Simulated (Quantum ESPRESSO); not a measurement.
# SrO (Fm-3m) in Quantum ESPRESSO: notebook, part 3 of 3

Quantum ESPRESSO 7.5. The steps go on from the part before.

## (5) Dielectric tensor, PBE (volume scaled by 0.88)

pw.in reads:

```
&CONTROL
  calculation = 'scf'
  prefix = 'pwscf'
  outdir = './tmp'
  pseudo_dir = './pseudo'
  tprnfor = .true.
  tstress = .true.
  disk_io = 'low'
/
&SYSTEM
  ibrav = 0
  nat = 2
  ntyp = 2
  ecutwfc = 70
  nbnd = 14
  occupations = 'smearing'
  smearing = 'fd'
  degauss = 0.00367493
/
&ELECTRONS
  conv_thr = 4d-10
  electron_maxstep = 120
  mixing_beta = 0.5
/
ATOMIC_SPECIES
Sr    87.6200 Sr_ONCV_PBE-1.2.upf
O     15.9990 O_ONCV_PBE-1.2.upf
CELL_PARAMETERS angstrom
   0.0000000000    2.4592441558    2.4592441558
   2.4592441558    0.0000000000    2.4592441558
   2.4592441558    2.4592441558    0.0000000000
ATOMIC_POSITIONS crystal
Sr     0.5000000000    0.5000000000    0.5000000000
O      0.0000000000    0.0000000000    0.0000000000
K_POINTS automatic
6 6 6 1 1 1
```

scf2.in reads:

```
&CONTROL
  calculation = 'scf'
  prefix = 'pwscf'
  outdir = './tmp'
  pseudo_dir = './pseudo'
  tprnfor = .true.
  tstress = .true.
  disk_io = 'low'
/
&SYSTEM
  ibrav = 0
  nat = 2
  ntyp = 2
  ecutwfc = 70
  nbnd = 14
  occupations = 'fixed'
/
&ELECTRONS
  conv_thr = 1d-13
  electron_maxstep = 120
  mixing_beta = 0.5
  startingpot = 'file'
  startingwfc = 'file'
/
ATOMIC_SPECIES
Sr    87.6200 Sr_ONCV_PBE-1.2.upf
O     15.9990 O_ONCV_PBE-1.2.upf
CELL_PARAMETERS angstrom
   0.0000000000    2.4592441558    2.4592441558
   2.4592441558    0.0000000000    2.4592441558
   2.4592441558    2.4592441558    0.0000000000
ATOMIC_POSITIONS crystal
Sr     0.5000000000    0.5000000000    0.5000000000
O      0.0000000000    0.0000000000    0.0000000000
K_POINTS automatic
6 6 6 1 1 1
```

ph.in reads:

```
dielectric of SrO
&INPUTPH
  prefix = 'pwscf'
  outdir = './tmp'
  tr2_ph = 1d-16
  fildyn = 'dyn'
  niter_ph = 60
  alpha_mix(1) = 0.7
  epsil = .true.
  trans = .false.
  zeu = .true.
/
0.0000000000 0.0000000000 0.0000000000
```

Potentials or basis: SG15 PBE 1.2.

The run is started by

```
> OMP_NUM_THREADS=1 pw.x -in pw.in > pw.out
> OMP_NUM_THREADS=1 pw.x -in scf2.in > scf2.out
> OMP_NUM_THREADS=1 ph.x -in ph.in > ph.out
```

pw.out:

```text
This program is part of the open-source Quantum ESPRESSO suite
     for quantum simulation of materials; please cite
[... 9 lines left out ...]
     --------------------
     sticks:   dense  smooth     PW     G-vecs:    dense   smooth      PW
     Sum         847     847    253                16049    16049    2733

     Using Slab Decomposition

     bravais-lattice index     =            0
     lattice parameter (alat)  =       6.5723  a.u.
     unit-cell volume          =     200.7389 (a.u.)^3
     number of atoms/cell      =            2
     number of atomic types    =            2
     number of electrons       =        16.00
     number of Kohn-Sham states=           14
     kinetic-energy cutoff     =      70.0000  Ry
     charge density cutoff     =     280.0000  Ry
     scf convergence threshold =      4.0E-10
     mixing beta               =       0.5000
     number of iterations used =            8  plain     mixing
     Exchange-correlation= PBE
                           (   1   4   3   4   0   0   0)

     celldm(1)=   6.572272  celldm(2)=   0.000000  celldm(3)=   0.000000
     celldm(4)=   0.000000  celldm(5)=   0.000000  celldm(6)=   0.000000

     crystal axes: (cart. coord. in units of alat)
               a(1) = (   0.000000   0.707107   0.707107 )
               a(2) = (   0.707107   0.000000   0.707107 )
               a(3) = (   0.707107   0.707107   0.000000 )

     reciprocal axes: (cart. coord. in units 2 pi/alat)
               b(1) = ( -0.707107  0.707107  0.707107 )
               b(2) = (  0.707107 -0.707107  0.707107 )
               b(3) = (  0.707107  0.707107 -0.707107 )

     PseudoPot. # 1 for Sr read from file:
     Sr_ONCV_PBE-1.2.upf
     Pseudo is Norm-conserving, Zval = 10.0
     Generated using ONCVPSP code by D. R. Hamann
     Using radial grid of  602 points,  6 beta functions with:
                l(1) =   0
                l(2) =   0
                l(3) =   1
                l(4) =   1
                l(5) =   2
                l(6) =   2

     PseudoPot. # 2 for O  read from file:
     O_ONCV_PBE-1.2.upf
     Pseudo is Norm-conserving, Zval =  6.0
     Generated using ONCVPSP code by D. R. Hamann
     Using radial grid of  602 points,  4 beta functions with:
                l(1) =   0
                l(2) =   0
                l(3) =   1
                l(4) =   1

     atomic species   valence    mass     pseudopotential
     Sr               10.00    87.62000     Sr( 1.00)
     O                 6.00    15.99900     O ( 1.00)

     48 Sym. Ops., with inversion, found

   Cartesian axes

     site n.     atom                  positions (alat units)
         1        Sr     tau(   1) = (   0.7071068   0.7071068   0.7071068  )
         2        O      tau(   2) = (   0.0000000   0.0000000   0.0000000  )

     number of k points=    28  Fermi-Dirac smearing, width (Ry)=  0.0037
                       cart. coord. in units 2pi/alat
        k(    1) = (   0.0589256   0.0589256   0.0589256), wk =   0.0185185
        k(    2) = (   0.1767767   0.1767767  -0.0589256), wk =   0.0555556
        k(    3) = (   0.2946278   0.2946278  -0.1767767), wk =   0.0555556
        k(    4) = (  -0.2946278  -0.2946278   0.4124790), wk =   0.0555556
        k(    5) = (  -0.1767767  -0.1767767   0.2946278), wk =   0.0555556
        k(    6) = (  -0.0589256  -0.0589256   0.1767767), wk =   0.0555556
[... 20 lines left out ...]
        k(   27) = (   0.2946278   0.2946278   0.2946278), wk =   0.0185185
        k(   28) = (  -0.2946278  -0.2946278   0.8838835), wk =   0.0555556

     Dense  grid:    16049 G-vectors     FFT dimensions: (  36,  36,  36)

     Initial potential from superposition of free atoms

     starting charge      15.7183, renormalised to      16.0000
     Starting wfcs are random

     Self-consistent Calculation

     iteration #  1     ecut=    70.00 Ry     beta= 0.50
     Davidson diagonalization with overlap
     ethr =  1.00E-02,  avg # of iterations =  8.4

     total energy              =     -94.31010700 Ry
     estimated scf accuracy    <       0.39444362 Ry

     iteration #  2     ecut=    70.00 Ry     beta= 0.50
     Davidson diagonalization with overlap
     ethr =  2.47E-03,  avg # of iterations =  2.0
[... 50 lines left out ...]
     total energy              =     -94.45117197 Ry
     estimated scf accuracy    <          8.4E-10 Ry

     iteration # 10     ecut=    70.00 Ry     beta= 0.50
     Davidson diagonalization with overlap
     ethr =  5.27E-12,  avg # of iterations =  2.0

     End of self-consistent calculation

          k = 0.0589 0.0589 0.0589 (  1977 PWs)   bands (ev):

   -22.4242  -5.9259  -3.9054  -3.9054  -3.7406   9.2294   9.3453   9.3453
    14.8625  15.9121  16.1616  16.1616  18.7272  18.7272

          k = 0.1768 0.1768-0.0589 (  1983 PWs)   bands (ev):

   -22.3490  -6.5582  -4.0478  -3.9004  -3.2395   8.3091   8.7373   9.2009
    15.5907  16.1686  16.7014  17.4139  19.5348  20.0435
[... 63 lines left out ...]
   -22.1897  -7.3163  -4.2546  -4.0677  -2.8956   7.4953   8.2132   8.5399
    16.0991  17.6145  19.1402  19.7803  22.1723  22.6310

          k =-0.6482 0.0589 0.0589 (  1999 PWs)   bands (ev):

   -22.1278  -6.0978  -5.1482  -4.4248  -4.2789   9.2349   9.3386   9.3967
    12.9307  18.4872  20.1689  20.6962  21.5038  22.5443

          k =-0.5303 0.1768-0.0589 (  1987 PWs)   bands (ev):

   -22.1599  -6.7309  -4.5962  -4.4228  -3.6119   8.4924   8.7997   9.1970
    14.0045  18.0541  19.4414  20.4761  21.1967  22.8715

          k =-0.4125 0.0589 0.0589 (  1995 PWs)   bands (ev):

   -22.2356  -6.6791  -4.2559  -4.2387  -3.5624   8.0838   9.2188   9.2759
    13.7486  17.1463  19.3199  19.3557  19.9262  21.4138

          k = 0.1768 0.1768 0.1768 (  1973 PWs)   bands (ev):
[... 41 lines left out ...]
   -22.2095  -7.4746  -3.9973  -3.9973  -2.6751   7.1828   8.1406   8.1406
    16.4702  18.7319  18.8536  18.8536  22.2272  22.2272

          k =-0.2946-0.2946 0.8839 (  1986 PWs)   bands (ev):

   -22.1708  -7.3289  -4.3732  -4.0727  -2.9227   7.5118   8.2285   8.5408
    16.5092  17.2854  19.2583  20.0697  22.4736  23.3952

     the Fermi energy is    11.2827 ev

!    total energy              =     -94.45117197 Ry
     estimated scf accuracy    <          1.2E-11 Ry
     smearing contrib. (-TS)   =      -0.00000000 Ry
     internal energy E=F+TS    =     -94.45117197 Ry

     The total energy is F=E-TS. E is the sum of the following terms:
     one-electron contribution =     -13.08332776 Ry
     hartree contribution      =      15.86447593 Ry
     xc contribution           =     -16.07664646 Ry
     ewald contribution        =     -81.15567368 Ry

     convergence has been achieved in  10 iterations

     Forces acting on atoms (cartesian axes, Ry/au):

     atom    1 type  1   force =     0.00000000   -0.00000000   -0.00000000
     atom    2 type  2   force =     0.00000000   -0.00000000   -0.00000000

     Total force =     0.000000     Total SCF correction =     0.000000

     Computing stress (Cartesian axis) and pressure

          total   stress  (Ry/bohr**3)                   (kbar)     P=      176.81
   0.00120194  -0.00000000  -0.00000000          176.81       -0.00       -0.00
  -0.00000000   0.00120194   0.00000000           -0.00      176.81        0.00
  -0.00000000  -0.00000000   0.00120194           -0.00       -0.00      176.81

=------------------------------------------------------------------------------=
   JOB DONE.
=------------------------------------------------------------------------------=
```

ph.out:

```text
This program is part of the open-source Quantum ESPRESSO suite
     for quantum simulation of materials; please cite
         "P. Giannozzi et al., J. Phys.:Condens. Matter 21 395502 (2009);
         "P. Giannozzi et al., J. Phys.:Condens. Matter 29 465901 (2017);
         "P. Giannozzi et al., J. Chem. Phys. 152 154105 (2020);
     in publications or presentations arising from this work. More details at

     IMPORTANT: XC functional enforced from input :
[... 185 lines left out ...]
      E*z (        0.00000       -0.00000       -2.54118 )

     INITIALIZATION:

     DIELECTRIC CONSTANT AND EFFECTIVE CHARGES:

      Additional routines

=------------------------------------------------------------------------------=
   JOB DONE.
=------------------------------------------------------------------------------=
```

Wall time 46 s (1 thread of Intel Xeon 6975P-C (Granite Rapids), shared host); peak memory 0.09 GiB.

What came out:

| Property | Result |
| --- | --- |
| Free energy | -1285.0737 eV |
| Electronic dielectric tensor (diagonal) | 3.88 |
| Born charges (mean of the diagonal) | Sr +2.54; O -2.54 e |

Levels at points of the mesh, in eV from the valence-band top:
```csv
k point,band 5,band 6,band 7,band 8,band 9,band 10,band 11,band 12
"(0.08, 0.08, 0.08)",-13.14,-0.17,-0.05,-0.05,5.47,6.52,6.76,6.76
```

Electronic dielectric tensor:
```
3.88 0.00 0.00
0.00 3.88 0.00
0.00 0.00 3.88
```

Born effective charge tensors (e):
atom 1, Sr
```
2.54 0.00 0.00
0.00 2.54 0.00
0.00 0.00 2.54
```
atom 2, O
```
-2.54  0.00  0.00
 0.00 -2.54  0.00
 0.00  0.00 -2.54
```

Caveat: the cutoff is too short for stress, so the log's stress isn't used.

## (6) Summary

```tsv
task	level	potentials or basis	cell	k mesh	cutoff (eV)	q mesh	pressure (GPa)
phonon dispersion	rev-vdW-DF2	PseudoDojo 0.5 SR PBE standard	as given	4 × 4 × 4, shifted	1143	2 × 2 × 2	1.2
phonon dispersion	rev-vdW-DF2	PseudoDojo 0.4.1 SR PBE standard	relaxed	4 × 4 × 4, shifted	1143	2 × 2 × 2	1.2
dielectric tensor	RPBE	SG15 PBE 1.2	volume scaled by 1.04	6 × 6 × 6, shifted	952	-	-
dielectric tensor	PBE	SG15 PBE 1.2	volume scaled by 0.88	6 × 6 × 6, shifted	952	-	-
```

Alike in all rows: no spin polarisation; smearing fermi-dirac 0.05 eV.

Caveats: the potentials were made for another functional, which shifts forces and pressure (some runs); before the sum rule the acoustic modes lie tens of cm⁻¹ from zero, a sign that the density grid also shifts the optical modes (some runs).

Absolute energies hang on the potentials; compare differences alone.
